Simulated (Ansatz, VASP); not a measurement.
**KCl: VASP beside Ansatz**

The input INCAR:

```
  PREC = Accurate
  ENCUT = 520
  EDIFF = 1E-8
  ISMEAR = -1
  SIGMA = 0.03
  LREAL = False
  LASPH = True
  NELM = 60
  ALGO = Normal
  ISIF = 2
  LWAVE = False
  LCHARG = False
  GGA = CA
  LEFG = True
  NBANDS = 15
```

KPOINTS

```
Automatic mesh
0
Gamma
  7 7 7
```

Contents of POSCAR:

```
KCl
1.0
    0.0000000000      3.1245390000      3.1561000000
    3.1245390000      0.0000000000      3.1561000000
    3.1245390000      3.1245390000      0.0000000000
K Cl
1 1
Direct
    0.0000000000      0.0000000000      0.0000000000
    0.5000000000      0.5000000000      0.5000000000
```

Input for Ansatz:

```yaml
crystal:
  lattice:
    - [0.0, 3.124539, 3.1561]
    - [3.124539, 0.0, 3.1561]
    - [3.124539, 3.124539, 0.0]
  atoms:
    - { symbol: K, position: [0.0, 0.0, 0.0] }
    - { symbol: Cl, position: [0.5, 0.5, 0.5] }
kpoints:
  mp_grid: { grid: [7, 7, 7] }
scf:
  occupations: { method: fermi_dirac, width: 0.03 }
hamiltonian:
  xc: lda
  pseudopotentials: { kind: paw }
output:
  forces: true
  stress: true
  eigenvalues: true
  efg: { contact_densities: true }
```

Change from the starting cell: equal xx and yy strain of -1 %, PAW files.

Alike in both runs: task electric field gradients; functional LDA; k mesh 7 × 7 × 7; occupations fermi-dirac, width 0.03 eV; no spin polarisation.

|  | VASP | Ansatz |
| --- | --- | --- |
| version | VASP 6.6.1 | Ansatz 0.2.0 |
| potentials or method | VASP PAW LDA potentials, release 64 (K_sv, Cl) | PAW with Ansatz's default frozen-core files, scalar-relativistic |
| plane-wave cutoff (eV) | 520 | 420 |
| valence electrons in the cell | 16 | 16 |

|  | VASP | Ansatz | Ansatz less VASP |
| --- | --- | --- | --- |
| gap on the k mesh at the Fermi level (eV) | 4.78 | 4.78 | -0.004 |
| pressure (GPa) | -1.8 | -1.8 | -0.05 |
| largest component of the traceless stress (GPa) | 0.20 | 0.20 | -0.006 |
| Vzz of the field gradient on the site that differs most (V/Å²) | 1.9 | 1.9 | -0.05 |
